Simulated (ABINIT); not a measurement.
The system is NiO.

```
CELL_PARAMETERS angstrom
2.50462 0.00000 0.00000
0.00000 2.50462 0.00000
0.00000 0.00000 2.50462
ATOMIC_POSITIONS crystal
Ni 0.00000 0.00000 0.00000
O 0.50000 0.50000 0.50000
```

Measurements of this composition are mostly on another form, of space group No. 225.

Base run:

| Item | Value |
| --- | --- |
| Program | ABINIT 10.8.3 (patched build) |
| Functional | PW91 |
| Potentials or basis | JTH PAW PBE v2.0 |
| Cutoff | 1333 eV |
| k mesh | 11 × 11 × 11 |
| Occupations | fermi-dirac, width 0.05 eV |
| Spin | collinear spin, ferromagnetic start |
| Starting moments | [2.0, 0.0] μB |

Its results: band gap on the k mesh none (metal or under the smearing width); pressure 24.6 GPa; net moment 0.67 μB per cell; site moments Ni +0.53; O +0.13 μB.

Question: The run is repeated on the same cell with these changes: functional from PW91 to revPBE. What comes out?

Answer: Band gap on the k mesh none (metal or under the smearing width); pressure 29.8 GPa; net moment 0.50 μB per cell; site moments Ni +0.40; O +0.10 μB.

revPBE binds less tightly than PW91, so the same cell stands under more pressure.

Caveats: the PAW data sets were made with another functional, which shifts forces and pressure a little; a cell with one magnetic atom can't hold antiferromagnetic order, which such compounds often take; semilocal functionals often make such compounds metallic where correlation or magnetic order opens a gap, which also shifts bond lengths; a pressure of tens of GPa on the cell as given is suspect, and the run, the potentials or the cell itself is likely at fault (some runs).
